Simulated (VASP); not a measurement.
ZnSe (Stilleite):

```
CELL_PARAMETERS angstrom
0.00000 5.66760 5.66760
5.66760 0.00000 5.66760
5.66760 5.66760 0.00000
ATOMIC_POSITIONS crystal
Zn 0.00000 0.00000 0.00000
Zn 0.00000 0.00000 0.50000
Zn 0.00000 0.50000 0.00000
Zn 0.00000 0.50000 0.50000
Zn 0.50000 0.00000 0.00000
Zn 0.50000 0.00000 0.50000
Zn 0.50000 0.50000 0.00000
Zn 0.50000 0.50000 0.50000
Se 0.12500 0.12500 0.12500
Se 0.12500 0.12500 0.62500
Se 0.12500 0.62500 0.12500
Se 0.12500 0.62500 0.62500
Se 0.62500 0.12500 0.12500
Se 0.62500 0.12500 0.62500
Se 0.62500 0.62500 0.12500
Se 0.62500 0.62500 0.62500
```

| Quantity | Value |
| --- | --- |
| Program | VASP 6.6.1 |
| Task | phonon dispersion |
| Functional | LDA |
| Potentials or basis | VASP PAW LDA potentials, release 64 (Zn, Se) |
| Cutoff | 520 eV |
| k mesh | 3 × 3 × 3 |
| Occupations | gaussian, width 0.03 eV |
| Spin | no spin polarisation |
| Long-range dipole term | yes |
| Supercell matrix | [2, 0, 0, 0, 2, 0, 0, 0, 2] |
| Further INCAR settings | LREAL = Auto; ALGO = Normal; EDIFF = 1e-07; IBRION = 6; POTIM = 0.015; NSW = 1 |

Question: Is this structure dynamically stable at this level, and how far does the spectrum reach?

Answer: Yes, as far as this q mesh shows: no mode on the path is imaginary. The highest frequency is 234 cm⁻¹.

Phonon frequencies at the corners of the path (cm⁻¹, interpolated; i marks imaginary ones):
| point | frequencies |
| --- | --- |
| Γ | 0 0 0 198 198 234 |
| X | 69 69 183 194 199 199 |
| W | 81 102 166 172 204 209 |
| K | 65 104 166 181 199 210 |
| L | 50 50 168 198 198 200 |
| U | 65 104 166 181 199 210 |

A q mesh this small can miss soft modes between its points.
